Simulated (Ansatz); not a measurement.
Runs of Ansatz 0.2.0 on SrCl2. Symmetry: Fm-3m, No. 225, cubic system. Conventional cell: a = 6.977 Å, b = 6.977 Å, c = 6.977 Å, α = 90.00°, β = 90.00°, γ = 90.00°. Sr (site symmetry m-3m) has 8 Cl at 3.02 Å as nearest neighbours. Cl (site symmetry -43m) is surrounded by 4 Sr at 3.02 Å. 

```csv
level,cutoff (eV),gap on the mesh (eV),pressure (GPa)
RPBE,420,5.68,3.0
r2SCAN,500,5.97,(c)
r2SCAN0,500,7.67,(a)
HSE06,420,6.62,0.5
BLYP,420,5.37,2.7
PBE,420,5.34,1.0
revPBE,420,5.63,2.5
PBE0,420,(b),0.4
```

Alike in all rows: task projected density of states; potentials or basis Ansatz PAW; no spin polarisation; cell as given; k mesh 4 × 4 × 4; smearing fermi-dirac 0.05 eV.

**Question.** Fill in the values left out.

**Answer.** (a) 0.0; (b) 7.35; (c) 0.3.

Caveats: the density of states is complete only up to the lowest level of the last band computed; the PAW data sets come from PBE, with cores solved anew for the run's functional, which leaves a small shift of forces and pressure (some runs); the thresholds are loose for stress (some runs).

A k mesh can miss the band edges, and the runs leave out spin-orbit coupling on Sr.
